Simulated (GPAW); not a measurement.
Here is a GPAW 26.7.0 calculation.

Contents of run.py:

```python
import numpy as np
from ase.dft.bandgap import bandgap
from ase.io import read, write
from ase.units import GPa
from gpaw import GPAW, PW
from gpaw.hyperfine import hyperfine_parameters

atoms = read('Fe.xyz')
atoms.set_initial_magnetic_moments([3.0])

calc = GPAW(mode=PW(600),
            xc='RPBE',
            kpts={'size': (13, 13, 13), 'gamma': True},
            occupations={'name': 'fermi-dirac', 'width': 0.05},
            nbands=12,
            convergence={'density': 1e-05, 'energy': 1e-05},
            maxiter=150,
            txt='gpaw.txt')
atoms.calc = calc
energy = atoms.get_potential_energy()
forces = atoms.get_forces()
stress = atoms.get_stress()
calc.write('gs.gpw')
write('result.traj', atoms)
print(f'Energy: {energy:.6f} eV')
print('Forces (eV/A):')
print(forces.round(4))
print('Stress (GPa):', (stress / GPa).round(3))
print('Moments:', calc.get_magnetic_moments().round(3))
print('Fermi level:', round(calc.get_fermi_level(), 4), 'eV')
print(f'Gap: {bandgap(calc)[0]:.4f} eV, direct: {bandgap(calc, direct=True)[0]:.4f} eV')

mu_N = 3.15245125e-8  # eV/T
for core in (True, False):
    A = hyperfine_parameters(calc, exclude_core=not core)
    for a, A_vv in zip(atoms, A):
        iso = np.trace(A_vv) / 3
        dip = np.linalg.eigvalsh(A_vv - iso * np.eye(3))
        print('with core' if core else 'valence', a.symbol, f'contact field {iso / (2 * mu_N):.3f} T, dipolar',
              *(dip / (2 * mu_N)).round(3), 'T')
```

Contents of Fe.xyz:

```xyz
1
Lattice="-1.4430000000 1.4430000000 1.4430000000 1.4430000000 -1.4430000000 1.4430000000 1.4430000000 1.4430000000 -1.4430000000" Properties=species:S:1:pos:R:3 pbc="T T T"
Fe     0.0000000000      0.0000000000      0.0000000000
```

Potentials or basis: the program's PAW data sets (release 1.2.1) made for this functional, pw.

Command:

```bash
$ OMP_NUM_THREADS=1 python run.py
```

(1) Estimate the pressure.

(2) What does it give for the site moments?

## Answers

(1) -1.3 GPa.

(2) Fe +2.36 μB.

Caveat: the dipolar part lacks the spin inside other atoms' spheres.
